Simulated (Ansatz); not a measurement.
# MnS (I-4m2): equation of state

An exercise on one series of results from a longer session: the logs are not shown, and one member is left open.

Method: DFT PBE, scalar-relativistic, plane waves, PAW, in Ansatz 0.2.0.

## Starting point

The structure is tetragonal, space group I-4m2 (No. 119). Conventional cell: a = 3.911 Å, b = 3.911 Å, c = 5.377 Å, α = 90.00°, β = 90.00°, γ = 90.00°. Mn (site symmetry -4m2) is surrounded by 4 S at 2.37 Å. Around S (site symmetry -4m2) lie 4 Mn at 2.37 Å.

Structure file:

```
Mn S
1.0
     0.00000    2.76555   -2.76555
     0.00000    2.76555    2.76555
     5.37728    0.00000    0.00000
Mn S
2 2
Direct
  0.00000 0.00000 0.00000
  0.50000 0.50000 0.50000
  0.00000 0.50000 0.25000
  0.50000 0.00000 0.75000
```

An earlier run at PBE left this cell at 20.563 Å³/atom and 0.00 GPa (6×6×4 mesh). The large moments point both ways and cancel.

Volume factors to run: 0.980, 1.020, 0.960, 1.040.

The first run:

input.yaml

```yaml
crystal:
  lattice:
    - [0.0, 2.7469871796, -2.7469871796]
    - [0.0, 2.7469871796, 2.7469871796]
    - [5.341187841, 0.0, 0.0]
  atoms:
    - { symbol: Mn, position: [0.0, 0.0, 0.0], spin: 4.22 }
    - { symbol: S, position: [0.0, 0.5, 0.2500000237] }
    - { symbol: Mn, position: [0.5, 0.5, 0.5], spin: -4.22 }
    - { symbol: S, position: [0.5, 1.0, 0.7499999763] }
basis:
  ecutwfc: 420
  ecutrho_ratio: 4
kpoints:
  mp_grid: { grid: [6, 6, 4] }
hamiltonian:
  xc: pbe
scf:
  occupations: { method: gaussian, width: 0.05 }
output:
  forces: true
  stress: true
  eigenvalues: true
  populations: true
magnetization:
  spin_polarized: true
relax:
  f_tol: 0.01
  max_steps: 40
  cell: { stress_tol: 0.1, fix: [volume] }
```

Command:

```
ansatz run input.yaml --threads 2 --pin off --max-ram 5120MiB --backend cpu --events-out ev --progress --plain --runs-dir out
```

Among the steps run: At 0.980 of the relaxed volume; Scaling the volume by 1.020; At 0.960 of the relaxed volume; Volume × 1.040.

One of the session's tables, all rows but one given; the rest of the session is left out.

It belongs to the step «The fit». 

```
volume (Å³/atom)  energy (meV/atom)  pressure (GPa)  gap (eV)  moment of atom 1 (μB)
          19.741               5.84            2.34      0.96                   3.74
          20.152                  ?               ?         ?                      ?
          20.563               0.00            0.00      1.13                   3.84
          20.975               1.34           -1.04      1.21                   3.88
          21.386               5.25           -1.99      1.28                   3.92
```

Estimate the missing values for volume (Å³/atom) = 20.152.

Worked estimate for «energy (meV/atom)». A straight line through the neighbours (19.741, 5.84) and (20.563, 0.00) gives 5.84 + (0.00 − 5.84) × (20.152 − 19.741) / (20.563 − 19.741) = 2.92; a parabola fitted to 3 rows on both sides gives 1.50.

**Answer.** energy (meV/atom): 1.44; pressure (GPa): 1.13; gap (eV): 1.05; moment of atom 1 (μB): 3.79. In «energy (meV/atom)» the line misses by +1.48 and the parabola by +0.06.

To keep in mind: Warnings in the runs' records: stability check not made.
